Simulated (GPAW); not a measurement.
# MnSi in GPAW: the effect of functional

Crystal: MnSi.

```
Mn Si
1.0
     0.00000    2.52722    2.52722
     2.52722    0.00000    2.52722
     2.52722    2.52722    0.00000
Mn Si
1 1
Direct
  0.00000 0.00000 0.00000
  0.25000 0.25000 0.25000
```

The cell was built by a generator and needn't be a form met in nature.

| Quantity | Value |
| --- | --- |
| Program | GPAW 26.7.0 |
| Cutoff | 510 eV |
| Basis | pw |
| k mesh | 9 × 9 × 9 |
| Occupations | fermi-dirac, width 0.05 eV |
| Spin | collinear spin, ferromagnetic start |
| Starting moments | [4.0, 0.0] μB |
| Task of each run | hyperfine couplings |

The series moves functional from these settings.

```csv
functional,hyperfine largest (T),magnetization (muB),pressure (GPa)
LDA,0.361,1.896,9.705
PBEsol,-1.216,1.987,14.79
PBE,1.323,2.02,19.52
RPBE,-2.064,2.054,23.02
AM05,?,?,?
WC,3.936,1.987,14.98
revPBE,-1.149,2.045,22.09
BLYP,2.111,1.955,22.81
```

Q: What does the run at AM05 give?

A: Hyperfine largest (T) -6.805; magnetization (muB) 1.958; pressure (GPa) 14.13.

Caveat: the dipolar part lacks the spin inside other atoms' spheres.
